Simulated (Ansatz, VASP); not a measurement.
# Os: VASP beside Ansatz

INCAR

```
SYSTEM = Os
PREC = Accurate
ENCUT = 600
EDIFF = 1E-7
ISMEAR = 0
SIGMA = 0.1
LREAL = .False.
LASPH = .True.
NELM = 100
ALGO = Normal
ISIF = 3
LWAVE = .False.
LCHARG = .False.
GGA = PS
IBRION = 2
NSW = 100
EDIFFG = -0.002
```

The input KPOINTS:

```
Automatic mesh
0
Gamma
  20 20 20
  0 0 0
```

The input POSCAR:

```
Os
1.0
   -1.5309021979      1.5309021979      1.5309021979
    1.5309021979     -1.5309021979      1.5309021979
    1.5309021979      1.5309021979     -1.5309021979
Os
1
Direct
    0.0000000000      0.0000000000      0.0000000000
```

Input for Ansatz:

```yaml
crystal:
  lattice:
    - [-1.5309021979, 1.5309021979, 1.5309021979]
    - [1.5309021979, -1.5309021979, 1.5309021979]
    - [1.5309021979, 1.5309021979, -1.5309021979]
  atoms:
    - { symbol: Os, position: [0.0, 0.0, 0.0] }
basis:
  ecutwfc: 420
kpoints:
  mp_grid: { grid: [20, 20, 20] }
hamiltonian:
  xc: pbesol
  pseudopotentials: { kind: paw, azcp: { folder: soft_1 } }
scf:
  occupations: { method: gaussian, width: 0.1 }
output:
  forces: true
  stress: true
  eigenvalues: true
relax:
  adjacent_minimum: "off"
  f_tol: 0.002
  max_steps: 80
  cell: { stress_tol: 0.02 }
```

This isn't the form of Os at room conditions, which is hcp.

Alike in both runs: task relaxation of cell and atoms; functional PBEsol; k mesh 20 × 20 × 20; occupations gaussian, width 0.1 eV; no spin polarisation.

```csv
,VASP,Ansatz
version,VASP 6.6.1,Ansatz 0.2.0
potentials or method,"VASP PAW PBE potentials, release 64 (Os)","scalar-relativistic, plane waves, PAW"
plane-wave cutoff (eV),600,420
valence electrons in the cell,8,16
```

```tsv
	VASP	Ansatz	Ansatz less VASP
gap on the k mesh at the Fermi level, each at its own relaxed structure (eV)	none	none	-
relaxed volume (Å³/atom)	14.38	14.35	-0.027
relaxed cell length with the largest relative difference (Å)	2.653	2.652	-0.0017
```

A gap of «none» marks a metal or a gap that the smearing closes. The two sets of potentials don't hold the same shells in valence. Ansatz warned: «pseudo_functional_mismatch».

Caveats: the PAW data sets were made with another functional, which shifts forces and pressure a little (VASP). Spin-orbit coupling is left out, which matters for the levels of Os.
